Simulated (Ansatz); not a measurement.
Method: Ansatz 0.2.0, DFT PBE, scalar-relativistic, plane waves, PAW. Settings: cutoff 420 eV, Γ-centred meshes spaced at most about 0.3 Å⁻¹ (2π included), Gaussian smearing. No spin polarisation in the final relaxations.

All energies are static (0 K, no zero-point motion).

Two relaxed structures of NaF:

1.

Space group Fdd2 (No. 43). a = 3.300 Å, b = 6.349 Å, c = 11.485 Å, α = 90.00°, β = 90.00°, γ = 90.00°
```json
{"atom": "Na", "site": "8a", "symmetry": "..2", "x": "0.5000", "y": "0.0000", "z": "0.3165"}
{"atom": "F", "site": "8a", "symmetry": "..2", "x": "0.0000", "y": "0.0000", "z": "0.1835"}
```

2.

Space group Fm-3m (No. 225). a = 4.700 Å, b = 4.700 Å, c = 4.700 Å, α = 90.00°, β = 90.00°, γ = 90.00°
```csv
atom,site,symmetry,x,y,z
Na,4a,m-3m,0.0000,0.0000,0.0000
F,4b,m-3m,0.5000,0.0000,0.0000
```

**Question.** Which would you expect to be lower, and how large is the difference?

**Answer.** Cell 2 is lower, by 92 meV/atom. Cell 1 has space group Fdd2 (No. 43), 15.0 Å³/atom and a gap of 5.38 eV on its mesh; cell 2 has the rock salt type, space group Fm-3m (No. 225), 13.0 Å³/atom and a gap of 6.09 eV. Counting F atoms around Na (those within 1.25 times the shortest such distance or 1.15 times the sum of covalent radii), cell 1 has Na 4 and cell 2 has Na 6. The denser one is the lower, and pressure would at first widen the difference. In cell 1, Na has 4 F at 2.24–2.25 Å; F is surrounded by 4 Na at 2.24–2.25 Å. In cell 2, around Na lie 6 F at 2.35 Å; F has 6 Na at 2.35 Å. Both come from invented guesses. The part of the Crystallography Open Database at hand lists NaF in space group No. 225; sharing a group (Fm-3m) doesn't make a cell the listed structure.

Kohn–Sham gaps at this level usually fall short of measured ones. Cells relaxed within their symmetry can be saddle points. The Fm-3m cell of NaF came from shaking the Fdd2 one.
